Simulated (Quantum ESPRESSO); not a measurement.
# Bi (Im-3m) in Quantum ESPRESSO: a series of runs

One crystal, Bi, is run at these levels: PBEsol, LDA; tasks: band structure, single point, equation of state.

Everything below comes from runs of Quantum ESPRESSO 7.5. Logs are shortened: lines on timing, memory, paths and dates and some standing lists are left out, and cuts for length are marked.

## Step 1: The structure

The structure is cubic, space group Im-3m (No. 229). Conventional cell: a = 3.963 Å, b = 3.963 Å, c = 3.963 Å, α = 90.00°, β = 90.00°, γ = 90.00°. Bi (site symmetry m-3m) has 8 Bi at 3.43 Å as nearest neighbours.

This isn't the form of Bi at room conditions, which is rhombohedral.

## Step 2: Band structure, PBEsol

Contents of pw.in:

```
&CONTROL
  calculation = 'scf'
  prefix = 'pwscf'
  outdir = './tmp'
  pseudo_dir = './pseudo'
  tprnfor = .true.
  tstress = .true.
  disk_io = 'low'
/
&SYSTEM
  ibrav = 0
  nat = 1
  ntyp = 1
  ecutwfc = 66
  nbnd = 13
  occupations = 'smearing'
  smearing = 'fd'
  degauss = 0.00367493
/
&ELECTRONS
  conv_thr = 2d-10
  electron_maxstep = 120
  mixing_beta = 0.5
/
ATOMIC_SPECIES
Bi   208.9804 Bi.upf
CELL_PARAMETERS angstrom
  -1.9814305318    1.9814305318    1.9814305318
   1.9814305318   -1.9814305318    1.9814305318
   1.9814305318    1.9814305318   -1.9814305318
ATOMIC_POSITIONS crystal
Bi     0.0000000000    0.0000000000    0.0000000000
K_POINTS automatic
9 9 9 0 0 0
```

Contents of bands.in:

```
&CONTROL
  calculation = 'bands'
  prefix = 'pwscf'
  outdir = './tmp'
  pseudo_dir = './pseudo'
  disk_io = 'low'
  verbosity = 'high'
/
&SYSTEM
  ibrav = 0
  nat = 1
  ntyp = 1
  ecutwfc = 66
  nbnd = 13
  occupations = 'smearing'
  smearing = 'fd'
  degauss = 0.00367493
/
&ELECTRONS
  conv_thr = 1d-08
  electron_maxstep = 120
  mixing_beta = 0.5
  diago_full_acc = .true.
  startingwfc = 'random'
/
ATOMIC_SPECIES
Bi   208.9804 Bi.upf
CELL_PARAMETERS angstrom
  -1.9814305318    1.9814305318    1.9814305318
   1.9814305318   -1.9814305318    1.9814305318
   1.9814305318    1.9814305318   -1.9814305318
ATOMIC_POSITIONS crystal
Bi     0.0000000000    0.0000000000    0.0000000000
K_POINTS crystal
60
 0.0000000000  0.0000000000  0.0000000000 1
 0.0416666667 -0.0416666667  0.0416666667 1
 0.0833333333 -0.0833333333  0.0833333333 1
 0.1250000000 -0.1250000000  0.1250000000 1
 0.1666666667 -0.1666666667  0.1666666667 1
 0.2083333333 -0.2083333333  0.2083333333 1
 0.2500000000 -0.2500000000  0.2500000000 1
 0.2916666667 -0.2916666667  0.2916666667 1
 0.3333333333 -0.3333333333  0.3333333333 1
 0.3750000000 -0.3750000000  0.3750000000 1
 0.4166666667 -0.4166666667  0.4166666667 1
 0.4583333333 -0.4583333333  0.4583333333 1
 0.5000000000 -0.5000000000  0.5000000000 1
 0.4375000000 -0.4375000000  0.5000000000 1
 0.3750000000 -0.3750000000  0.5000000000 1
 0.3125000000 -0.3125000000  0.5000000000 1
 0.2500000000 -0.2500000000  0.5000000000 1
 0.1875000000 -0.1875000000  0.5000000000 1
 0.1250000000 -0.1250000000  0.5000000000 1
 0.0625000000 -0.0625000000  0.5000000000 1
 0.0000000000  0.0000000000  0.5000000000 1
 0.0000000000  0.0000000000  0.4444444444 1
 0.0000000000  0.0000000000  0.3888888889 1
 0.0000000000  0.0000000000  0.3333333333 1
 0.0000000000  0.0000000000  0.2777777778 1
 0.0000000000  0.0000000000  0.2222222222 1
 0.0000000000  0.0000000000  0.1666666667 1
 0.0000000000  0.0000000000  0.1111111111 1
 0.0000000000  0.0000000000  0.0555555556 1
 0.0000000000  0.0000000000  0.0000000000 1
 0.0227272727  0.0227272727  0.0227272727 1
 0.0454545455  0.0454545455  0.0454545455 1
 0.0681818182  0.0681818182  0.0681818182 1
 0.0909090909  0.0909090909  0.0909090909 1
 0.1136363636  0.1136363636  0.1136363636 1
 0.1363636364  0.1363636364  0.1363636364 1
 0.1590909091  0.1590909091  0.1590909091 1
 0.1818181818  0.1818181818  0.1818181818 1
 0.2045454545  0.2045454545  0.2045454545 1
 0.2272727273  0.2272727273  0.2272727273 1
 0.2500000000  0.2500000000  0.2500000000 1
 0.2708333333  0.1875000000  0.2708333333 1
 0.2916666667  0.1250000000  0.2916666667 1
 0.3125000000  0.0625000000  0.3125000000 1
 0.3333333333  0.0000000000  0.3333333333 1
 0.3541666667 -0.0625000000  0.3541666667 1
 0.3750000000 -0.1250000000  0.3750000000 1
 0.3958333333 -0.1875000000  0.3958333333 1
 0.4166666667 -0.2500000000  0.4166666667 1
 0.4375000000 -0.3125000000  0.4375000000 1
 0.4583333333 -0.3750000000  0.4583333333 1
 0.4791666667 -0.4375000000  0.4791666667 1
 0.5000000000 -0.5000000000  0.5000000000 1
 0.2500000000  0.2500000000  0.2500000000 1
 0.2083333333  0.2083333333  0.2916666667 1
 0.1666666667  0.1666666667  0.3333333333 1
 0.1250000000  0.1250000000  0.3750000000 1
 0.0833333333  0.0833333333  0.4166666667 1
 0.0416666667  0.0416666667  0.4583333333 1
 0.0000000000  0.0000000000  0.5000000000 1
```

Potentials or basis: PseudoDojo 0.4.1 SR PBEsol standard.

Run with:

```
> OMP_NUM_THREADS=1 mpirun -n 2 pw.x -nk 2 -in pw.in > pw.out
> OMP_NUM_THREADS=1 mpirun -n 2 pw.x -nk 2 -in bands.in > bands.out
```

pw.out:

```text
This program is part of the open-source Quantum ESPRESSO suite
     for quantum simulation of materials; please cite
[... 13 lines left out ...]
     --------------------
     sticks:   dense  smooth     PW     G-vecs:    dense   smooth      PW
     Sum         841     841    261                15299    15299    2587

     Using Slab Decomposition

     bravais-lattice index     =            0
     lattice parameter (alat)  =       6.4854  a.u.
     unit-cell volume          =     209.9874 (a.u.)^3
     number of atoms/cell      =            1
     number of atomic types    =            1
     number of electrons       =        15.00
     number of Kohn-Sham states=           13
     kinetic-energy cutoff     =      66.0000  Ry
     charge density cutoff     =     264.0000  Ry
     scf convergence threshold =      2.0E-10
     mixing beta               =       0.5000
     number of iterations used =            8  plain     mixing
     Exchange-correlation= PBESOL
                           (   1   4  10   8   0   0   0)

     celldm(1)=   6.485424  celldm(2)=   0.000000  celldm(3)=   0.000000
     celldm(4)=   0.000000  celldm(5)=   0.000000  celldm(6)=   0.000000

     crystal axes: (cart. coord. in units of alat)
               a(1) = (  -0.577350   0.577350   0.577350 )
               a(2) = (   0.577350  -0.577350   0.577350 )
               a(3) = (   0.577350   0.577350  -0.577350 )

     reciprocal axes: (cart. coord. in units 2 pi/alat)
               b(1) = ( -0.000000  0.866025  0.866025 )
               b(2) = (  0.866025 -0.000000  0.866025 )
               b(3) = (  0.866025  0.866025  0.000000 )

     PseudoPot. # 1 for Bi read from file:
     Bi.upf
     Pseudo is Norm-conserving + core correction, Zval = 15.0
     Generated using ONCVPSP code by D. R. Hamann
     Using radial grid of 1472 points,  6 beta functions with:
                l(1) =   0
                l(2) =   0
                l(3) =   1
                l(4) =   1
                l(5) =   2
                l(6) =   2

     atomic species   valence    mass     pseudopotential
     Bi               15.00   208.98040     Bi( 1.00)

     48 Sym. Ops., with inversion, found

   Cartesian axes

     site n.     atom                  positions (alat units)
         1        Bi     tau(   1) = (   0.0000000   0.0000000   0.0000000  )

     number of k points=    35  Fermi-Dirac smearing, width (Ry)=  0.0037
                       cart. coord. in units 2pi/alat
        k(    1) = (   0.0000000   0.0000000   0.0000000), wk =   0.0027435
        k(    2) = (   0.0962250   0.0962250   0.0000000), wk =   0.0329218
        k(    3) = (   0.1924501   0.1924501   0.0000000), wk =   0.0329218
        k(    4) = (   0.2886751   0.2886751   0.0000000), wk =   0.0329218
        k(    5) = (   0.3849002   0.3849002   0.0000000), wk =   0.0329218
        k(    6) = (   0.1924501   0.0962250   0.0962250), wk =   0.0658436
[... 27 lines left out ...]
        k(   34) = (  -0.7698004  -0.0962250  -0.0962250), wk =   0.0219479
        k(   35) = (   0.0000000   0.0000000   0.7698004), wk =   0.0164609

     Dense  grid:    15299 G-vectors     FFT dimensions: (  36,  36,  36)

     Initial potential from superposition of free atoms

     starting charge      14.9992, renormalised to      15.0000
     Starting wfcs are    9 randomized atomic wfcs +    4 random wfcs

     Self-consistent Calculation

     iteration #  1     ecut=    66.00 Ry     beta= 0.50
     Davidson diagonalization with overlap
     ethr =  1.00E-02,  avg # of iterations =  4.7

     Threshold (ethr) on eigenvalues was too large:
     Diagonalizing with lowered threshold

     Davidson diagonalization with overlap
     ethr =  1.46E-05,  avg # of iterations =  6.6

     total energy              =    -163.85090370 Ry
     estimated scf accuracy    <       0.00211867 Ry
[... 36 lines left out ...]
     iteration #  7     ecut=    66.00 Ry     beta= 0.50
     Davidson diagonalization with overlap
     ethr =  2.18E-11,  avg # of iterations =  1.5

     End of self-consistent calculation

          k = 0.0000 0.0000 0.0000 (  1865 PWs)   bands (ev):

   -11.2115 -11.2115 -11.2115 -11.0824 -11.0824  -1.7841  16.8629  16.8629
    16.8629  20.8320  22.5849  22.5849  22.5849
[... 68 lines left out ...]
   -11.2277 -11.1713 -11.0906 -11.0896 -11.0369   1.3127   7.4569  11.3294
    12.9512  21.0621  22.3188  24.9574  26.0148

          k =-0.0000-0.0000 0.1925 (  1913 PWs)   bands (ev):

   -11.1943 -11.1943 -11.1888 -11.0984 -11.0820  -1.3367  14.2617  15.5540
    15.5540  20.0911  21.9220  21.9220  22.8937

          k = 0.3849 0.2887 0.2887 (  1906 PWs)   bands (ev):
[... 11 lines left out ...]
   -11.2030 -11.1753 -11.1284 -11.1127 -11.0871  -0.6858  11.7583  14.3435
    14.9072  19.2572  21.2273  21.4035  25.3119

          k =-0.0000-0.1925 0.3849 (  1898 PWs)   bands (ev):

   -11.2155 -11.1708 -11.1114 -11.0946 -11.0558   0.3023   9.0807  13.3294
    14.4353  19.1736  20.7264  20.9611  25.7706

          k = 0.0962-0.0962 0.3849 (  1903 PWs)   bands (ev):
[... 11 lines left out ...]
   -11.1984 -11.1632 -11.1170 -11.0984 -11.0314   1.1291   8.2739  11.2704
    14.4606  19.0564  20.0307  23.2065  23.5859

          k =-0.7698-0.2887-0.2887 (  1895 PWs)   bands (ev):

   -11.2010 -11.1669 -11.1234 -11.0868 -11.0120   1.6841   7.3711  10.9003
    14.3884  19.1524  20.6836  21.7891  23.2755

          k =-0.6736-0.1925-0.2887 (  1898 PWs)   bands (ev):

   -11.1918 -11.1554 -11.1363 -11.0676 -11.0313   1.8293   8.1100   9.3695
    14.7724  19.5991  19.6220  21.1919  26.8274

          k = 0.3849 0.3849 0.3849 (  1908 PWs)   bands (ev):
[... 6 lines left out ...]
   -11.1446 -11.1446 -11.1394 -11.1315 -11.1014  -0.0554  11.3737  13.1450
    13.1450  17.7048  23.2335  23.2335  24.5387

          k =-0.0000-0.0962 0.4811 (  1904 PWs)   bands (ev):

   -11.1639 -11.1492 -11.1269 -11.1069 -11.0629   0.8888   9.5410  12.1495
    12.6510  17.4158  22.5917  23.0211  23.1927

          k = 0.0000-0.1925 0.5774 (  1895 PWs)   bands (ev):
[... 6 lines left out ...]
   -11.1784 -11.1534 -11.1327 -11.0738 -11.0316   1.7889   8.7570  10.5028
    12.7836  17.2131  20.3263  22.3764  26.0576

          k =-0.7698-0.1925-0.1925 (  1883 PWs)   bands (ev):

   -11.1812 -11.1669 -11.1335 -11.0547 -11.0179   2.2609   8.2985   9.8471
    12.9458  17.8158  18.8032  22.1562  26.0331

          k =-0.0000-0.0000 0.5774 (  1886 PWs)   bands (ev):

   -11.1869 -11.1581 -11.0768 -11.0768 -11.0664   1.7479   9.7813  11.1636
    11.1636  16.1345  20.0977  25.7963  25.9526

          k = 0.0000-0.0962 0.6736 (  1906 PWs)   bands (ev):

   -11.2002 -11.1854 -11.0772 -11.0521 -11.0204   2.5244   8.9204  10.6258
    11.0598  16.2198  17.9233  25.4596  25.6894

          k =-0.7698-0.0962-0.0962 (  1905 PWs)   bands (ev):

   -11.2040 -11.2040 -11.0664 -11.0235 -11.0235   2.8794   9.4388   9.4388
    11.2608  16.4249  16.4249  25.3328  28.3156

          k = 0.0000 0.0000 0.7698 (  1910 PWs)   bands (ev):

   -11.2184 -11.2140 -11.0258 -11.0258 -11.0241   3.1639   9.7737  10.0893
    10.0893  15.3626  15.9843  27.6580  28.9685

     the Fermi energy is    11.7615 ev

!    total energy              =    -163.85107386 Ry
     estimated scf accuracy    <          1.1E-10 Ry
     smearing contrib. (-TS)   =      -0.00030801 Ry
     internal energy E=F+TS    =    -163.85076585 Ry

     The total energy is F=E-TS. E is the sum of the following terms:
     one-electron contribution =     -42.14909078 Ry
     hartree contribution      =      30.57410777 Ry
     xc contribution           =     -42.93436018 Ry
     ewald contribution        =    -109.34142266 Ry

     convergence has been achieved in   7 iterations

     Forces acting on atoms (cartesian axes, Ry/au):

     atom    1 type  1   force =     0.00000000    0.00000000    0.00000000

     Total force =     0.000000     Total SCF correction =     0.000000

     Computing stress (Cartesian axis) and pressure

          total   stress  (Ry/bohr**3)                   (kbar)     P=      -19.57
  -0.00013306   0.00000000   0.00000000          -19.57        0.00        0.00
   0.00000000  -0.00013306   0.00000000            0.00      -19.57        0.00
   0.00000000   0.00000000  -0.00013306            0.00        0.00      -19.57

=------------------------------------------------------------------------------=
   JOB DONE.
=------------------------------------------------------------------------------=
```

Wall time 19 s (2 MPI ranks of Arm Neoverse V1, shared host); peak memory 0.18 GiB.

What came out:

```yaml
Free_energy: -2229.3074 eV
Pressure: -2.0 GPa
Band_gap_on_the_k_mesh: none (metal or under the smearing width)
```

Levels at the corners of the path, in eV from the Fermi level:
```tsv
point	band 4	band 5	band 6	band 7	band 8	band 9	band 10	band 11
Γ	-22.84	-22.84	-13.55	5.10	5.10	5.10	9.07	10.82
H	-22.78	-22.78	-8.40	-1.81	-1.81	-1.81	3.51	3.51
N	-22.85	-22.76	-10.50	-5.09	1.58	3.46	5.94	7.55
Γ	-22.84	-22.84	-13.55	5.10	5.10	5.10	9.07	10.82
P	-22.85	-22.85	-9.96	-2.35	-2.35	-2.35	15.06	15.06
H	-22.78	-22.78	-8.40	-1.81	-1.81	-1.81	3.51	3.51
P	-22.85	-22.85	-9.96	-2.35	-2.35	-2.35	15.06	15.06
N	-22.85	-22.76	-10.50	-5.09	1.58	3.46	5.94	7.55
```

Caveat: spin-orbit coupling is left out, which moves the levels of the heavy elements.

## Step 3: Single point, LDA, 29.25 Å³/atom

Edit pw.in of step 2 so:

```diff
@@ -7,3 +7,3 @@
   tstress = .true.
-  disk_io = 'low'
+  disk_io = 'nowf'
 /
@@ -13,3 +13,3 @@
   ntyp = 1
-  ecutwfc = 66
+  ecutwfc = 70
   nbnd = 13
@@ -27,5 +27,5 @@
 CELL_PARAMETERS angstrom
-  -1.9814305318    1.9814305318    1.9814305318
-   1.9814305318   -1.9814305318    1.9814305318
-   1.9814305318    1.9814305318   -1.9814305318
+  -1.9409818243    1.9409818243    1.9409818243
+   1.9409818243   -1.9409818243    1.9409818243
+   1.9409818243    1.9409818243   -1.9409818243
 ATOMIC_POSITIONS crystal
```

Potentials or basis: PseudoDojo 0.4.1 SR LDA standard.

Run with:

```
> OMP_NUM_THREADS=1 mpirun -n 2 pw.x -nk 2 -in pw.in > pw.out
```

Run time: 7 s. Hardware: 2 MPI ranks of Arm Neoverse V1, shared host; peak memory 0.18 GiB.

It converged, with:

| Quantity | Value |
| --- | --- |
| Free energy | -2229.0993 eV |
| Pressure | 0.3 GPa |
| Band gap on the k mesh | none (metal or under the smearing width) |

Caveat: spin-orbit coupling is left out, which moves the levels of the heavy elements.

## Step 4: Single point, LDA, 29.87 Å³/atom

Edit pw.in of step 3 so:

```diff
@@ -27,5 +27,5 @@
 CELL_PARAMETERS angstrom
-  -1.9409818243    1.9409818243    1.9409818243
-   1.9409818243   -1.9409818243    1.9409818243
-   1.9409818243    1.9409818243   -1.9409818243
+  -1.9546511608    1.9546511608    1.9546511608
+   1.9546511608   -1.9546511608    1.9546511608
+   1.9546511608    1.9546511608   -1.9546511608
 ATOMIC_POSITIONS crystal
```

Run with:

```
> OMP_NUM_THREADS=1 mpirun -n 2 pw.x -nk 2 -in pw.in > pw.out
```

It took 7.1 s on 2 MPI ranks of Arm Neoverse V1, shared host; peak memory 0.18 GiB.

The run converged. Its results:

```yaml
Free_energy: -2229.0978 eV
Pressure: -1.0 GPa
Band_gap_on_the_k_mesh: none (metal or under the smearing width)
```

Caveat: spin-orbit coupling is left out, which moves the levels of the heavy elements.

## Step 5: Single point, LDA, 30.49 Å³/atom

Edit pw.in of step 4 so:

```diff
@@ -27,5 +27,5 @@
 CELL_PARAMETERS angstrom
-  -1.9546511608    1.9546511608    1.9546511608
-   1.9546511608   -1.9546511608    1.9546511608
-   1.9546511608    1.9546511608   -1.9546511608
+  -1.9681319396    1.9681319396    1.9681319396
+   1.9681319396   -1.9681319396    1.9681319396
+   1.9681319396    1.9681319396   -1.9681319396
 ATOMIC_POSITIONS crystal
```

Run with:

```
> OMP_NUM_THREADS=1 mpirun -n 2 pw.x -nk 2 -in pw.in > pw.out
```

Wall time 7 s (2 MPI ranks of Arm Neoverse V1, shared host); peak memory 0.18 GiB.

The run converged. Its results:

```
Free energy            : -2229.0914 eV
Pressure               : -2.2 GPa
Band gap on the k mesh : none (metal or under the smearing width)
```

Caveat: spin-orbit coupling is left out, which moves the levels of the heavy elements.

## Step 6: Single point, LDA, 31.12 Å³/atom

Edit pw.in of step 5 so:

```diff
@@ -27,5 +27,5 @@
 CELL_PARAMETERS angstrom
-  -1.9681319396    1.9681319396    1.9681319396
-   1.9681319396   -1.9681319396    1.9681319396
-   1.9681319396    1.9681319396   -1.9681319396
+  -1.9814305318    1.9814305318    1.9814305318
+   1.9814305318   -1.9814305318    1.9814305318
+   1.9814305318    1.9814305318   -1.9814305318
 ATOMIC_POSITIONS crystal
```

Potentials or basis: PseudoDojo 0.4.1 SR LDA standard.

Run with:

```
> OMP_NUM_THREADS=1 mpirun -n 2 pw.x -nk 2 -in pw.in > pw.out
```

Wall time 7.1 s (2 MPI ranks of Arm Neoverse V1, shared host); peak memory 0.18 GiB.

Results (log left out):

| Property | Result |
| --- | --- |
| Free energy | -2229.0807 eV |
| Pressure | -3.3 GPa |
| Band gap on the k mesh | none (metal or under the smearing width) |

Caveat: spin-orbit coupling is left out, which moves the levels of the heavy elements.

## Step 7: Single point, LDA, 31.74 Å³/atom

Edit pw.in of step 6 so:

```diff
@@ -27,5 +27,5 @@
 CELL_PARAMETERS angstrom
-  -1.9814305318    1.9814305318    1.9814305318
-   1.9814305318   -1.9814305318    1.9814305318
-   1.9814305318    1.9814305318   -1.9814305318
+  -1.9945529707    1.9945529707    1.9945529707
+   1.9945529707   -1.9945529707    1.9945529707
+   1.9945529707    1.9945529707   -1.9945529707
 ATOMIC_POSITIONS crystal
```

Run with:

```
> OMP_NUM_THREADS=1 mpirun -n 2 pw.x -nk 2 -in pw.in > pw.out
```

Run time: 7.1 s. Hardware: 2 MPI ranks of Arm Neoverse V1, shared host; peak memory 0.18 GiB.

Results (log left out):

- Free energy: -2229.0662 eV
- Pressure: -4.2 GPa
- Band gap on the k mesh: none (metal or under the smearing width)

Caveat: spin-orbit coupling is left out, which moves the levels of the heavy elements.

## Step 8: Single point, LDA, 32.36 Å³/atom

Edit pw.in of step 7 so:

```diff
@@ -27,5 +27,5 @@
 CELL_PARAMETERS angstrom
-  -1.9945529707    1.9945529707    1.9945529707
-   1.9945529707   -1.9945529707    1.9945529707
-   1.9945529707    1.9945529707   -1.9945529707
+  -2.0075049763    2.0075049763    2.0075049763
+   2.0075049763   -2.0075049763    2.0075049763
+   2.0075049763    2.0075049763   -2.0075049763
 ATOMIC_POSITIONS crystal
```

Run with:

```
> OMP_NUM_THREADS=1 mpirun -n 2 pw.x -nk 2 -in pw.in > pw.out
```

It took 7.2 s on 2 MPI ranks of Arm Neoverse V1, shared host; peak memory 0.18 GiB.

It converged, with:

* Free energy: -2229.0484 eV
* Pressure: -5.0 GPa
* Band gap on the k mesh: none (metal or under the smearing width)

Caveat: spin-orbit coupling is left out, which moves the levels of the heavy elements.

## Step 9: Single point, LDA, 32.98 Å³/atom

Edit pw.in of step 8 so:

```diff
@@ -27,5 +27,5 @@
 CELL_PARAMETERS angstrom
-  -2.0075049763    2.0075049763    2.0075049763
-   2.0075049763   -2.0075049763    2.0075049763
-   2.0075049763    2.0075049763   -2.0075049763
+  -2.0202919770    2.0202919770    2.0202919770
+   2.0202919770   -2.0202919770    2.0202919770
+   2.0202919770    2.0202919770   -2.0202919770
 ATOMIC_POSITIONS crystal
```

Potentials or basis: PseudoDojo 0.4.1 SR LDA standard.

Run with:

```
> OMP_NUM_THREADS=1 mpirun -n 2 pw.x -nk 2 -in pw.in > pw.out
```

It took 7.9 s on 2 MPI ranks of Arm Neoverse V1, shared host; peak memory 0.18 GiB.

Results (log left out):

```
Free energy            : -2229.0276 eV
Pressure               : -5.7 GPa
Band gap on the k mesh : none (metal or under the smearing width)
```

Caveat: spin-orbit coupling is left out, which moves the levels of the heavy elements.

## Step 10: Equation of state, LDA

Potentials or basis: PseudoDojo 0.4.1 SR LDA standard.

This step only gathers the single runs of the series.

Results:

```yaml
Equilibrium_volume: 29.39 Å³/atom
Bulk_modulus: 66 GPa
Pressure_derivative_of_the_bulk_modulus: 4.9
```

Energy against volume, from the lowest point:
```tsv
volume (Å³/atom)	energy (meV/atom)
29.250	0.00
29.872	1.49
30.495	7.83
31.117	18.51
31.739	33.01
32.362	50.86
32.984	71.63
```

Caveat: spin-orbit coupling is left out, which moves the levels of the heavy elements.
